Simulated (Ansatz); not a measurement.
Ta: computed properties

Computed with DFT PBE, scalar-relativistic, plane waves, PAW in Ansatz.

Settings: cutoff 420 eV, Γ-centred mesh 18×18×18 on the computed 1-atom cell, Gaussian smearing of 0.10 eV; no spin polarisation.

The structure is relaxed at this level of theory with its symmetry kept. This fcc form isn't the element's structure at ambient conditions.

```yaml
crystal:
  lattice:
    - [0.00000, 2.11151, 2.11151]
    - [2.11151, 0.00000, 2.11151]
    - [2.11151, 2.11151, 0.00000]
  atoms:
    - { symbol: Ta, position: [0.00000, 0.00000, 0.00000] }
```

```json
{
 "Space group": "Fm-3m (No. 225)",
 "Volume per atom": "18.83 Å³",
 "Formation energy from the elements' standard states (uncorrected)": "+0.241 eV/atom",
 "Kohn–Sham band gap": "none (metal)",
 "Density of states at the Fermi level": "1.21 states/eV per cell",
 "Löwdin character within 0.5 eV of the Fermi level": "Ta 5d 85 %, Ta 6s 8 %, unprojected 7 %",
 "Bulk modulus": "190 GPa",
 "Its pressure derivative": "3.6",
 "Bader charges (e)": "Ta (1 in the cell) 0.00"
}
```

Spin-orbit coupling is left out, which matters for the bands of heavy elements.